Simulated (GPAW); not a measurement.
The system is Al.

```xyz
1
Lattice="0.0000 2.0248 2.0248 2.0248 0.0000 2.0248 2.0248 2.0248 0.0000" Properties=species:S:1:pos:R:3 pbc="T T T"
Al    0.0000    0.0000    0.0000
```

| Item | Value |
| --- | --- |
| Program | GPAW 26.7.0 |
| Task | relaxation of cell and atoms |
| Functional | PBEsol |
| Dispersion | D4 |
| Potentials or basis | PAW data sets generated in the run's folder for this functional |
| Cutoff | 600 eV |
| Basis | pw |
| k mesh | 11 × 11 × 11 |
| Occupations | fermi-dirac, width 0.05 eV |
| Spin | no spin polarisation |

At the start: pressure -3.6 GPa; volume 16.60 Å³/atom.

How do energy, volume and symmetry change on relaxing?

Over 8 steps the energy falls by 8.5 meV/atom and the volume is 15.81 Å³/atom (-4.7 %); space group Fm-3m (No. 225, to 0.05 Å).

The path:
| step | energy change (eV) | largest force (eV/Å) | pressure (GPa) | volume (Å³) |
| --- | --- | --- | --- | --- |
| 1 | 0.0000 | 0.0000 | -3.61 | 16.60 |
| 2 | -0.0037 | 0.0000 | -2.77 | 16.42 |
| 3 | -0.0077 | 0.0000 | -1.20 | 16.10 |
| 4 | -0.0082 | 0.0000 | 0.85 | 15.73 |
| 5 | -0.0082 | 0.0000 | 0.79 | 15.74 |
| 6 | -0.0083 | 0.0000 | 0.68 | 15.75 |
| 7 | -0.0084 | 0.0000 | 0.53 | 15.78 |
| 8 | -0.0085 | 0.0000 | 0.34 | 15.81 |

Final structure:
```yaml
crystal:
  lattice:
    - [0.00000, 1.99225, 1.99225]
    - [1.99225, 0.00000, 1.99225]
    - [1.99225, 1.99225, 0.00000]
  atoms:
    - { symbol: Al, position: [0.00000, 0.00000, 0.00000] }
```

The cell as given is a measured one (16.60 Å³/atom); PBEsol+D4 puts the equilibrium volume -4.7 % from it, thermal expansion not counted.

Caveat: later steps reuse the first step's grids; pairwise dispersion overbinds metals, which lowers pressure and volume.
